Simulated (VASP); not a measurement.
# KF (Fm-3m) in VASP: a series of runs

The runs below take KF through single point, relaxation of cell and atoms, with PBE.

Program: VASP 6.6.1. These are calculated values, not measurements. Logs are shortened: lines on timing, memory, paths and dates and some standing lists are left out, and cuts for length are marked.

### Step 1. The crystal as given

Symmetry: Fm-3m, No. 225, cubic system. The conventional cell has a = 5.421 Å, b = 5.421 Å, c = 5.421 Å, α = 90.00°, β = 90.00°, γ = 90.00°. K (site symmetry m-3m) is surrounded by 6 F at 2.71 Å. F (site symmetry m-3m) has 6 K at 2.71 Å as nearest neighbours.

### Step 2. Single point, PBE

Contents of INCAR:

```
SYSTEM = KF
PREC = Accurate
ENCUT = 520
EDIFF = 1E-6
ISMEAR = 0
SIGMA = 0.05
LREAL = .FALSE.
LASPH = .TRUE.
NELM = 100
ALGO = Fast
ISIF = 2
LWAVE = .FALSE.
LCHARG = .FALSE.
GGA = PE
NBANDS = 15
```

Contents of KPOINTS:

```
Automatic mesh
0
G
  8 8 8
  0 0 0
```

Contents of POSCAR:

```
KF
1.0
    0.0000000000      2.7105354767      2.7105354767
    2.7105354767      0.0000000000      2.7105354767
    2.7105354767      2.7105354767      0.0000000000
K F
1 1
Direct
    0.0000000000      0.0000000000      0.0000000000
    0.5000000000      0.5000000000      0.5000000000
```

Potentials or basis: VASP PAW PBE potentials, release 64 (K_sv, F).

The run is started by

```console
> cat potpaw_PBE.64/K_sv/POTCAR potpaw_PBE.64/F/POTCAR > POTCAR
> mpirun -np 1 vasp_std > vasp.out
```

OUTCAR:

```text
SYSTEM = KF
   PREC = Accurate
   ENCUT = 520
   EDIFF = 1E-6
   ISMEAR = 0
   LREAL = .FALSE.
   LASPH = .TRUE.
   NELM = 100
   ISIF = 2
   GGA = PE

 ion  position               nearest neighbor table
   1  0.000  0.000  0.000-   2 2.71   2 2.71   2 2.71   2 2.71   2 2.71   2 2.71
   2  0.500  0.500  0.500-   1 2.71   1 2.71   1 2.71   1 2.71   1 2.71   1 2.71

  LATTYP: Found a face centered cubic cell.
 ALAT       =     5.4210709534

  Lattice vectors:

 A1 = (   0.0000000000,   2.7105354767,   2.7105354767)
 A2 = (   2.7105354767,   0.0000000000,   2.7105354767)
 A3 = (   2.7105354767,   2.7105354767,   0.0000000000)

Analysis of symmetry for initial positions (statically):
=====================================================================
 Subroutine PRICEL returns:
 Original cell was already a primitive cell.

 Routine SETGRP: Setting up the symmetry group for a
 face centered cubic supercell.

 Subroutine GETGRP returns: Found 48 space group operations
 (whereof 48 operations were pure point group operations)
 out of a pool of 48 trial point group operations.

The static configuration has the point symmetry O_h .

Analysis of symmetry for dynamics (positions and initial velocities):
=====================================================================
 Subroutine PRICEL returns:
 Original cell was already a primitive cell.

 Routine SETGRP: Setting up the symmetry group for a
 face centered cubic supercell.

 Subroutine GETGRP returns: Found 48 space group operations
 (whereof 48 operations were pure point group operations)
 out of a pool of 48 trial point group operations.

The dynamic configuration has the point symmetry O_h .

 Subroutine INISYM returns: Found 48 space group operations
 (whereof 48 operations are pure point group operations),
 and found     1 'primitive' translations

----------------------------------------------------------------------------------------

                                     Primitive cell

  volume of cell :      39.8286

  direct lattice vectors                    reciprocal lattice vectors
     0.000000000  2.710535477  2.710535477    -0.184465396  0.184465396  0.184465396
     2.710535477  0.000000000  2.710535477     0.184465396 -0.184465396  0.184465396
     2.710535477  2.710535477  0.000000000     0.184465396  0.184465396 -0.184465396

  length of vectors
     3.833276032  3.833276032  3.833276032     0.319503438  0.319503438  0.319503438

  position of ions in fractional coordinates (direct lattice)
     0.000000000  0.000000000  0.000000000
     0.500000000  0.500000000  0.500000000

  ion indices of the primitive-cell ions
   primitive index   ion index
                 1           1
                 2           2

----------------------------------------------------------------------------------------

 KPOINTS: Automatic mesh

Automatic generation of k-mesh.
 Grid dimensions read from file:
 generate k-points for:    8    8    8

 Generating k-lattice:

  Cartesian coordinates                     Fractional coordinates (reciprocal lattice)
    -0.023058174  0.023058174  0.023058174     0.125000000  0.000000000  0.000000000
     0.023058174 -0.023058174  0.023058174     0.000000000  0.125000000  0.000000000
     0.023058174  0.023058174 -0.023058174     0.000000000  0.000000000  0.125000000

  Length of vectors
     0.039937930  0.039937930  0.039937930

  Shift w.r.t. Gamma in fractional coordinates (k-lattice)
     0.000000000  0.000000000  0.000000000

 Subroutine IBZKPT returns following result:
 ===========================================

 Found     29 irreducible k-points:

 Following reciprocal coordinates:
            Coordinates               Weight
  0.000000  0.000000  0.000000      1.000000
  0.125000  0.000000  0.000000      8.000000
  0.250000  0.000000  0.000000      8.000000
  0.375000  0.000000  0.000000      8.000000
  0.500000  0.000000  0.000000      4.000000
  0.125000  0.125000  0.000000      6.000000
[... 16 lines left out ...]
  0.500000  0.250000  0.125000     48.000000
 -0.375000  0.250000  0.125000     24.000000
 [... further k-points ...]
   k-points           NKPTS =     29   k-points in BZ     NKDIM =     29   number of bands    NBANDS=     15
   number of dos      NEDOS =    301   number of ions     NIONS =      2
   total plane-waves  NPLWV =  27000
   dimension x,y,z NGX =    30 NGY =   30 NGZ =   30
   dimension x,y,z NGXF=    60 NGYF=   60 NGZF=   60
   ions per type =               1   1
   NGX,Y,Z   is equivalent  to a cutoff of  13.01, 13.01, 13.01 a.u.
   NGXF,Y,Z  is equivalent  to a cutoff of  26.02, 26.02, 26.02 a.u.
 SYSTEM =  KF
   PREC   = accura    normal or accurate (medium, high low for compatibility)
   ISTART =      0    job   : 0-new  1-cont  2-samecut
   ICHARG =      2    charge: 1-file 2-atom 10-const
   ISPIN  =      1    spin polarized calculation?
   LNONCOLLINEAR =      F non collinear calculations
   LSORBIT =      F    spin-orbit coupling
   LASPH  =      T    aspherical Exc in radial PAW
   ENCUT  =  520.0 eV  38.22 Ry    6.18 a.u.   7.13  7.13  7.13*2*pi/ulx,y,z
   NELM   =    100;   NELMIN=  2; NELMDL= -5     # of ELM steps
   EDIFF  = 0.1E-05   stopping-criterion for ELM
   LREAL  =      F    real-space projection
   EDIFFG = 0.1E-04   stopping-criterion for IOM
   NSW    =      0    number of steps for IOM
   IBRION =     -1    ionic relax: 0-MD 1-quasi-New 2-CG
   NFREE  =      0    steps in history (QN), initial steepest desc. (CG)
   ISIF   =      2    stress and relaxation
   ISYM   =      2    0-nonsym 1-usesym 2-fastsym
   POTIM  = 0.5000    time-step for ionic-motion
   TEBEG  =    0.0;   TEEND  =   0.0 temperature during run
   PSTRESS=    0.0 pullay stress
   NELECT =      16.0000    total number of electrons
   NUPDOWN=      -1.0000    fix difference up-down
   EMIN   =  10.00;   EMAX   =-10.00  energy-range for DOS
   EFERMI =   0.00;   METHOD = LEGACY
   ISMEAR =     0;   SIGMA  =   0.05  broadening in eV -4-tet -1-fermi 0-gaus
   EFERMI_NEDOS =   21; number of points for ismear=-14 and -15
   IALGO  =     68    algorithm
   IMIX   =      4    mixing-type and parameters
     AMIX     =   0.40;   BMIX     =  1.00
     AMIX_MAG =   1.60;   BMIX_MAG =  1.00
  volume/ion in A,a.u.               =      19.91       134.39
  Fermi-wavevector in a.u.,A,eV,Ry     =   1.207952  2.282699 19.852919  1.459148
  Thomas-Fermi vector in A             =   2.343574
   LORBIT       =      0    0 simple, 1 ext, 2 COOP (PROOUT), +10 PAW based schemes
   GGA     = PE    functional components
   LHFCALC =     F    Hartree Fock is set to
   AEXX    =    0.0000 exact exchange contribution
   IVDW    =     0    specifies the selected vdW correction
   LEPSILON=     F    determine dielectric tensor
   LRPA    =     F    only Hartree local field effects (RPA)
 non-spin polarized calculation
 RMM-DIIS sequential band-by-band and
 Gauss-broadening in eV      SIGMA  =   0.05
  energy-cutoff  :      520.00
  volume of cell :       39.83
 maximum number of plane-waves:      1090
 NGX is ok and might be reduce to    30
   NGX = 15   NGY = 15   NGZ = 15

 number of electron      15.9999992 magnetization

 Free energy of the ion-electron system (eV)
  ---------------------------------------------------
  ext. energy  EPLUGINS =         0.00000000
  ---------------------------------------------------
  free energy    TOTEN  =        -8.29929548 eV

  energy without entropy =       -8.29929548  energy(sigma->0) =       -8.29929548

 E-fermi :  -2.6856     XC(G=0):  -8.2101

 val. band max:       -2.9152307828   @ k =   0.0000   0.0000   0.0000
 cond. band min:       3.0301619914   @ k =   0.0000   0.0000   0.0000
 fundamental gap:      5.9453927743
 Fermi energy:        -2.6855814330

 k-point     1 :       0.0000    0.0000    0.0000
  band No.  band energies     occupation
      1     -29.1755      2.00000
      2     -21.5488      2.00000
      3     -12.4552      2.00000
      4     -12.4552      2.00000
      5     -12.4552      2.00000
      6      -2.9152      2.00000
      7      -2.9152      2.00000
      8      -2.9152      2.00000
      9       3.0302      0.00000
     10       7.6419      0.00000
     11       7.6419      0.00000
     12       7.6419      0.00000
     13       9.2571      0.00000
     14       9.2571      0.00000
     15      13.7384      0.00000

 k-point     2 :       0.1250    0.0000    0.0000
  band No.  band energies     occupation
      1     -29.1643      2.00000
      2     -21.5584      2.00000
      3     -12.4924      2.00000
      4     -12.4603      2.00000
      5     -12.4603      2.00000
      6      -3.0470      2.00000
      7      -2.9626      2.00000
      8      -2.9626      2.00000
      9       3.4473      0.00000
     10       7.3958      0.00000
     11       7.8421      0.00000
     12       7.8421      0.00000
     13       9.3884      0.00000
     14       9.3884      0.00000
     15      14.4552      0.00000

 k-point     3 :       0.2500    0.0000    0.0000
  band No.  band energies     occupation
      1     -29.1372      2.00000
      2     -21.5823      2.00000
      3     -12.5814      2.00000
      4     -12.4724      2.00000
      5     -12.4724      2.00000
      6      -3.3265      2.00000
      7      -3.0746      2.00000
      8      -3.0746      2.00000
      9       4.4971      0.00000
     10       7.0393      0.00000
     11       8.3343      0.00000
     12       8.3343      0.00000
     13       9.8046      0.00000
     14       9.8046      0.00000
     15      15.3320      0.00000

 k-point     4 :       0.3750    0.0000    0.0000
  band No.  band energies     occupation
      1     -29.1098      2.00000
      2     -21.6062      2.00000
      3     -12.6693      2.00000
      4     -12.4844      2.00000
      5     -12.4844      2.00000
      6      -3.5685      2.00000
      7      -3.1836      2.00000
      8      -3.1836      2.00000
      9       5.6034      0.00000
     10       7.0564      0.00000
     11       8.7892      0.00000
     12       8.7892      0.00000
     13      10.5510      0.00000
     14      10.5510      0.00000
     15      13.7364      0.00000
[... 307 lines left out ...]
 k-point    22 :       0.3750    0.2500    0.1250
  band No.  band energies     occupation
      1     -29.1184      2.00000
      2     -21.5838      2.00000
      3     -12.6166      2.00000
      4     -12.5827      2.00000
      5     -12.4998      2.00000
      6      -3.4130      2.00000
      7      -3.1096      2.00000
      8      -2.9953      2.00000
      9       5.1773      0.00000
     10       6.4384      0.00000
     11       8.7600      0.00000
     12       8.9562      0.00000
     13       9.8078      0.00000
     14      10.2764      0.00000
     15      14.8634      0.00000

 k-point    23 :       0.5000    0.2500    0.1250
  band No.  band energies     occupation
      1     -29.0974      2.00000
      2     -21.5928      2.00000
      3     -12.7012      2.00000
      4     -12.6294      2.00000
      5     -12.5142      2.00000
      6      -3.4486      2.00000
      7      -3.1876      2.00000
      8      -3.0727      2.00000
      9       6.0776      0.00000
     10       6.5693      0.00000
     11       8.6090      0.00000
     12       9.4387      0.00000
     13      10.3216      0.00000
     14      11.2473      0.00000
     15      12.8365      0.00000

 k-point    24 :      -0.3750    0.2500    0.1250
  band No.  band energies     occupation
      1     -29.0886      2.00000
      2     -21.5965      2.00000
      3     -12.7398      2.00000
      4     -12.6435      2.00000
      5     -12.5217      2.00000
      6      -3.4549      2.00000
      7      -3.1741      2.00000
      8      -3.1591      2.00000
      9       6.3096      0.00000
     10       6.9642      0.00000
     11       8.5190      0.00000
     12       9.5753      0.00000
     13      10.7738      0.00000
     14      11.7604      0.00000
     15      11.9177      0.00000

 [... further k-points ...]
[... 5 lines left out ...]
  --------------------------------------------------------------------------------------
  -------------------------------------------------------------------------------------
  Total        0.0032443      0.0032443      0.0032443      0.0000000      0.0000000      0.0000000
  in kB        0.1305063      0.1305063      0.1305063      0.0000000      0.0000000      0.0000000
  external PRESSURE =       0.1305063 kB  Pullay stress =       0.0000000 kB

 VOLUME and BASIS-vectors are now :
 -----------------------------------------------------------------------------
  energy-cutoff  :      520.00
  volume of cell :       39.83
      direct lattice vectors                 reciprocal lattice vectors
     0.000000000  2.710535477  2.710535477    -0.184465396  0.184465396  0.184465396
     2.710535477  0.000000000  2.710535477     0.184465396 -0.184465396  0.184465396
     2.710535477  2.710535477  0.000000000     0.184465396  0.184465396 -0.184465396

 POSITION                                       TOTAL-FORCE (eV/Angst)
 -----------------------------------------------------------------------------------
      0.00000      0.00000      0.00000         0.000000     -0.000000      0.000000
      2.71054      2.71054      2.71054        -0.000000      0.000000     -0.000000
 -----------------------------------------------------------------------------------
    total drift:                                0.000000      0.000000      0.000000

  FREE ENERGIE OF THE ION-ELECTRON SYSTEM (eV)
  ---------------------------------------------------
  free  energy   TOTEN  =        -8.2992954795 eV

  energy  without entropy=       -8.2992954795  energy(sigma->0) =       -8.29929548
```

It took 26 s on 1 thread of AMD EPYC 7R13 (Zen 3), shared host; peak memory 0.14 GiB.

Results:

| Item | Value |
| --- | --- |
| Free energy | -8.2993 eV |
| Pressure | 0.0 GPa |
| Band gap on the k mesh | 5.95 eV, direct |

### Step 3. Single point, PBE

Contents of INCAR:

```
SYSTEM = KF
ALGO     = Normal         ! electronic algorithm
EDIFF    = 1E-7           ! SCF threshold, eV
ENCUT    = 520            ! plane-wave cutoff, eV
GGA      = PE             ! functional
ISIF     = 2              ! what is computed and relaxed
ISMEAR   = 0              ! smearing method
LASPH    = .True.         ! aspherical terms in the spheres
LCHARG   = .False.        ! write CHGCAR
LREAL    = .False.        ! projectors in reciprocal space
LWAVE    = .False.        ! write WAVECAR
NBANDS   = 15             ! bands
NELM     = 100            ! most SCF steps
PREC     = Accurate       ! precision mode
SIGMA    = 0.02           ! smearing width, eV
```

Contents of KPOINTS:

```
k-points
0
Gamma
  8 8 8
  0 0 0
```

POSCAR is that of step 2.

Potentials or basis: VASP PAW PBE potentials, release 64 (K_sv, F).

The run is started by

```console
> cat potpaw_PBE.64/K_sv/POTCAR potpaw_PBE.64/F/POTCAR > POTCAR
> mpirun -np 1 vasp_std > vasp.out
```

It took 19 s on 1 thread of AMD EPYC 7R13 (Zen 3), shared host; peak memory 0.14 GiB.

Results (log left out):

| Item | Value |
| --- | --- |
| Free energy | -8.2993 eV |
| Pressure | 0.0 GPa |
| Band gap on the k mesh | 5.95 eV, direct |

Levels at points of the mesh, in eV from the valence-band top:
```
           k point  band 4  band 5  band 6  band 7  band 8  band 9  band 10  band 11  band 12  band 13
(0.00, 0.00, 0.00)   -9.54   -9.54    0.00    0.00    0.00    5.95    10.56    10.56    10.56    12.17
(0.50, 0.00, 0.00)   -9.57   -9.57   -0.75   -0.31   -0.31    8.89    10.29    11.87    11.87    14.02
(0.50, 0.50, 0.00)   -9.72   -9.72   -0.23   -0.07   -0.07    8.16    10.06    11.47    13.38    13.96
```

[end of part 1 of 2]
